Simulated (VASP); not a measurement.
# SnTe (P1) in VASP: further runs, part 2 of 2

VASP 6.6.1.

## (3) Single point, PBE (supercell [4, 4, 4], atoms moved at random, drawn with an rms of 0.05 Å)

INCAR reads:

```
PREC = Accurate
ENCUT = 450
EDIFF = 1E-5
ISMEAR = 0
SIGMA = 0.05
LREAL = Auto
LASPH = T
NELM = 60
ALGO = Fast
ISIF = 2
LWAVE = F
LCHARG = F
GGA = PE
NSIM = 8
LUSENCCL = F
```

KPOINTS reads:

```
Automatic mesh
0
Gamma
  1 1 1
```

POSCAR reads:

```
SnTe
1.0
    0.0000000000     14.4445840000     14.4445840000
   14.4445840000      0.0000000000     14.4445840000
   14.4445840000     14.4445840000      0.0000000000
Te Sn
64 64
Direct
    0.0633370000      0.0623490000      0.0633690000
    0.0652570000      0.0606700000      0.3116230000
    0.0640400000      0.0617180000      0.5621670000
    0.0627920000      0.0633440000      0.8122670000
    0.0625950000      0.3114040000      0.0620670000
    0.0616160000      0.3127770000      0.3134670000
[... 120 lines left out ...]
    0.7513770000      0.7488660000      0.4997450000
    0.7494500000      0.7526070000      0.7505470000
```

Potentials or basis: VASP PAW PBE potentials, release 64 (Te, Sn_d).

Run with:

```
> cat potpaw_PBE.64/Te/POTCAR potpaw_PBE.64/Sn_d/POTCAR > POTCAR
> mpirun -np 1 vasp_gam > vasp.out
```

OUTCAR:

```text
PREC = Accurate
   ENCUT = 450
   EDIFF = 1E-5
   ISMEAR = 0
   LREAL = Auto
   LASPH = T
   NELM = 60
   ISIF = 2
   GGA = PE

 ion  position               nearest neighbor table
   1  0.063  0.062  0.063-  69 3.10  66 3.10  81 3.11  65 3.18
   2  0.065  0.061  0.312-  67 3.10  82 3.13  66 3.13  70 3.20
   3  0.064  0.062  0.562-  67 3.11  83 3.13  68 3.14  71 3.16
   4  0.063  0.063  0.812-  72 3.09  65 3.10  84 3.11  68 3.12
   5  0.063  0.311  0.062-  85 3.12  73 3.14  69 3.14  70 3.16
   6  0.062  0.313  0.313-  71 3.11  70 3.12  86 3.14  74 3.14
[... 120 lines left out ...]
 127  0.751  0.749  0.500-  62 3.04  63 3.09  59 3.16  47 3.19
 128  0.749  0.753  0.751-  64 3.10  63 3.12  48 3.15  60 3.18

  LATTYP: Found a face centered cubic cell.
 ALAT       =    28.8891680000

  Lattice vectors:

 A1 = (   0.0000000000,  14.4445840000,  14.4445840000)
 A2 = (  14.4445840000,   0.0000000000,  14.4445840000)
 A3 = (  14.4445840000,  14.4445840000,   0.0000000000)

Analysis of symmetry for initial positions (statically):
=====================================================================
[... 346 lines left out ...]
  band No.  band energies     occupation
      1     -18.7453      2.00000
      2     -18.7446      2.00000
      3     -18.7396      2.00000
      4     -18.7359      2.00000
      5     -18.7336      2.00000
      6     -18.7113      2.00000
[... 644 lines left out ...]
    651       4.1661      0.00000
    652       4.1679      0.00000
 [bands above 652 left out]

------------------------ aborting loop because EDIFF is reached ----------------------------------------

  FORCE on cell =-STRESS in cart. coord.  units (eV):
  Direction    XX          YY          ZZ          XY          YZ          ZX
  --------------------------------------------------------------------------------------
  -------------------------------------------------------------------------------------
  Total       -7.0822063     -6.9594653     -6.9969985      0.0960823     -0.2619685     -0.6576131
  in kB       -1.8824959     -1.8498706     -1.8598471      0.0255393     -0.0696329     -0.1747978
  external PRESSURE =      -1.8640712 kB  Pullay stress =       0.0000000 kB

 VOLUME and BASIS-vectors are now :
 -----------------------------------------------------------------------------
  energy-cutoff  :      450.00
  volume of cell :     6027.61
      direct lattice vectors                 reciprocal lattice vectors
     0.000000000 14.444584000 14.444584000    -0.034615050  0.034615050  0.034615050
    14.444584000  0.000000000 14.444584000     0.034615050 -0.034615050  0.034615050
    14.444584000 14.444584000  0.000000000     0.034615050  0.034615050 -0.034615050

 POSITION                                       TOTAL-FORCE (eV/Angst)
 -----------------------------------------------------------------------------------
      1.81594      1.83022      1.81548        -0.130685     -0.013143     -0.027231
      5.37762      5.44387      1.81896         0.026094     -0.044407      0.021726
      9.01176      9.04530      1.81652         0.052882      0.015881     -0.007637
     12.64784     12.63986      1.82198         0.030440      0.011254     -0.011240
      5.39463      1.80069      5.40226        -0.008187     -0.027306     -0.096537
      9.04583      5.41792      5.40795         0.065138     -0.073455      0.074424
[... 120 lines left out ...]
     18.03567     18.07194     21.67039         0.085034      0.041019     -0.187709
     21.71243     21.66683     21.69659        -0.107096     -0.011060     -0.104183
 -----------------------------------------------------------------------------------
    total drift:                                0.052975      0.038295      0.063450

  FREE ENERGIE OF THE ION-ELECTRON SYSTEM (eV)
  ---------------------------------------------------
  free  energy   TOTEN  =      -452.6141085061 eV

  energy  without entropy=     -452.5160204248  energy(sigma->0) =     -452.56506447
```

OSZICAR:

```text
N       E                     dE             d eps       ncg     rms          rms(c)
DAV:   1     0.168909204832E+05    0.16891E+05   -0.52478E+05  1648   0.179E+03
DAV:   2     0.307086841391E+04   -0.13820E+05   -0.13535E+05  1536   0.485E+02
DAV:   3    -0.397563773259E+02   -0.31106E+04   -0.29555E+04  1744   0.209E+02
DAV:   4    -0.436633628941E+03   -0.39688E+03   -0.37947E+03  1776   0.677E+01
DAV:   5    -0.460833341117E+03   -0.24200E+02   -0.23553E+02  2096   0.141E+01    0.331E+01
RMM:   6    -0.452034632944E+03    0.87987E+01   -0.20798E+01  1943   0.434E+00    0.201E+01
RMM:   7    -0.453466821449E+03   -0.14322E+01   -0.23713E+01  1936   0.269E+00    0.687E+00
RMM:   8    -0.452942209212E+03    0.52461E+00   -0.76945E+00  1953   0.313E+00    0.371E+00
RMM:   9    -0.452520175373E+03    0.42203E+00   -0.19485E+00  2085   0.149E+00    0.126E+00
RMM:  10    -0.452611201450E+03   -0.91026E-01   -0.68305E-01  2365   0.623E-01    0.163E+00
RMM:  11    -0.452598320387E+03    0.12881E-01   -0.98585E-02  2014   0.343E-01    0.582E-01
RMM:  12    -0.452611447126E+03   -0.13127E-01   -0.44895E-02  2210   0.204E-01    0.219E-01
RMM:  13    -0.452614163592E+03   -0.27165E-02   -0.11308E-02  2542   0.903E-02    0.184E-01
RMM:  14    -0.452613761594E+03    0.40200E-03   -0.31420E-03  1944   0.507E-02    0.115E-01
RMM:  15    -0.452614043678E+03   -0.28208E-03   -0.22052E-03  1984   0.329E-02    0.967E-02
RMM:  16    -0.452614103601E+03   -0.59923E-04   -0.53789E-04  2002   0.174E-02    0.940E-02
RMM:  17    -0.452614108506E+03   -0.49055E-05   -0.57826E-05  1665   0.732E-03
   1 F= -.45261411E+03 E0= -.45256506E+03  d E =-.980881E-01
```

stdout:

```text
Offloading initialized ...    1 GPUs detected
 POSCAR found type information on POSCAR TeSn
 POSCAR found :  2 types and     128 ions
 scaLAPACK will be used selectively (only on CPU)
 LDA part: xc-table for (Slater+PW92), standard interpolation
 POSCAR, INCAR and KPOINTS ok, starting setup
 FFT: planning ... GRIDC
 FFT: planning ... GRID_SOFT
 FFT: planning ... GRID
 WAVECAR not read
 entering main loop
```

Wall time 4 min (1 × NVIDIA H100 80GB with 1 thread of AMD EPYC 7R13 (Zen 3), shared host); peak memory 4.7 GiB.

What came out:

| Item | Value |
| --- | --- |
| Free energy | -452.6141 eV |
| Pressure | -0.2 GPa |
| Largest force | 0.322 eV/Å |
| Band gap on the k mesh | 0.06 eV |

Forces on the atoms (eV/Å):
```
Te  -0.131 -0.013 -0.027
Te   0.026 -0.044  0.022
Te   0.053  0.016 -0.008
Te   0.030  0.011 -0.011
Te  -0.008 -0.027 -0.097
Te   0.065 -0.073  0.074
Te   0.083 -0.029 -0.074
Te   0.021 -0.200 -0.170
Te   0.101  0.060  0.044
Te   0.028 -0.019 -0.083
Te  -0.125  0.036 -0.041
Te   0.025 -0.131 -0.077
Te   0.107 -0.072 -0.034
Te  -0.102  0.042 -0.043
Te   0.088 -0.003  0.026
Te   0.053 -0.104  0.052
Te  -0.067 -0.071  0.010
Te  -0.007 -0.050  0.087
Te  -0.045  0.077 -0.048
Te   0.003  0.013 -0.044
Te  -0.022 -0.034  0.158
Te   0.011 -0.038 -0.018
Te  -0.030 -0.033  0.031
Te   0.006 -0.093  0.080
Te   0.061 -0.046 -0.068
Te  -0.028  0.045  0.021
Te  -0.041 -0.001 -0.109
Te   0.022  0.046 -0.011
Te   0.005 -0.021 -0.008
Te  -0.066  0.136 -0.058
Te  -0.086  0.062 -0.029
Te   0.020  0.060  0.062
Te   0.006  0.016  0.056
Te   0.026  0.129 -0.042
Te   0.006 -0.048 -0.034
Te   0.033  0.018  0.095
Te  -0.128 -0.056 -0.008
Te  -0.036  0.025  0.032
Te  -0.063  0.022  0.009
Te   0.007  0.071  0.047
Te  -0.129  0.055  0.112
Te  -0.102 -0.080  0.131
Te   0.097  0.027  0.054
Te  -0.094 -0.005 -0.036
Te  -0.116 -0.003  0.027
Te   0.010  0.043  0.135
Te  -0.018  0.069  0.055
Te  -0.125  0.027 -0.005
Te  -0.062 -0.045 -0.063
Te  -0.109 -0.099  0.043
Te   0.025 -0.013  0.057
Te   0.118  0.013 -0.143
Te   0.079 -0.027  0.146
Te   0.067 -0.123 -0.016
Te   0.145 -0.009 -0.059
Te  -0.090 -0.024 -0.048
Te  -0.009 -0.072 -0.071
Te  -0.028 -0.004  0.044
Te   0.084  0.056 -0.046
Te   0.149 -0.001 -0.079
Te  -0.064 -0.024  0.010
Te  -0.084 -0.058  0.064
Te   0.068  0.028 -0.001
Te   0.082  0.011 -0.104
Sn  -0.066  0.223  0.020
Sn   0.177 -0.057 -0.006
Sn  -0.043  0.033 -0.143
Sn  -0.230  0.095  0.041
Sn   0.065  0.020  0.102
Sn  -0.222  0.106  0.031
Sn  -0.078  0.098  0.001
Sn   0.057  0.038  0.185
Sn  -0.103  0.022 -0.056
Sn  -0.072 -0.017  0.004
Sn  -0.025  0.029  0.058
Sn   0.062  0.217  0.015
Sn   0.066  0.050 -0.058
Sn  -0.029 -0.069  0.125
Sn   0.059 -0.086  0.142
Sn  -0.091  0.031  0.172
Sn   0.000  0.037  0.036
Sn   0.138 -0.123  0.070
Sn   0.117 -0.033  0.037
Sn  -0.107  0.082 -0.013
Sn  -0.035  0.085 -0.094
Sn   0.020  0.120 -0.078
Sn  -0.050 -0.032  0.126
Sn  -0.042  0.251  0.122
Sn  -0.046  0.136 -0.023
Sn  -0.059 -0.020  0.036
Sn   0.116  0.010  0.105
Sn  -0.322  0.004  0.000
Sn  -0.031  0.053  0.099
Sn  -0.002 -0.076 -0.025
Sn   0.043 -0.053  0.042
Sn   0.006 -0.034  0.054
Sn   0.077  0.009  0.022
Sn  -0.115  0.037 -0.113
Sn   0.051 -0.022  0.127
Sn  -0.039 -0.237  0.033
Sn   0.089  0.039  0.020
Sn   0.133  0.014  0.053
Sn  -0.151 -0.021 -0.046
Sn  -0.030  0.011 -0.188
Sn  -0.002  0.026  0.013
Sn   0.133  0.169 -0.058
Sn   0.151 -0.106 -0.069
Sn   0.081 -0.005  0.058
Sn   0.099  0.070 -0.003
Sn  -0.057  0.116 -0.164
Sn  -0.132 -0.045 -0.132
Sn   0.146 -0.081 -0.035
Sn  -0.040 -0.184  0.108
Sn   0.068  0.117 -0.080
Sn   0.112  0.108 -0.080
Sn   0.027 -0.104  0.061
Sn   0.112 -0.177 -0.111
Sn   0.143 -0.031 -0.089
Sn  -0.045  0.079 -0.095
Sn   0.097 -0.062  0.114
Sn  -0.090 -0.158 -0.071
Sn   0.026  0.026 -0.163
Sn  -0.067  0.112 -0.060
Sn  -0.049 -0.125  0.142
Sn   0.043 -0.160  0.100
Sn   0.182 -0.006 -0.101
Sn   0.085  0.041 -0.188
Sn  -0.107 -0.011 -0.104
```

Caveat: spin-orbit coupling is left out, which moves the levels of the heavy elements; an odd mesh through Γ misses points on the zone boundary, where band edges often lie.
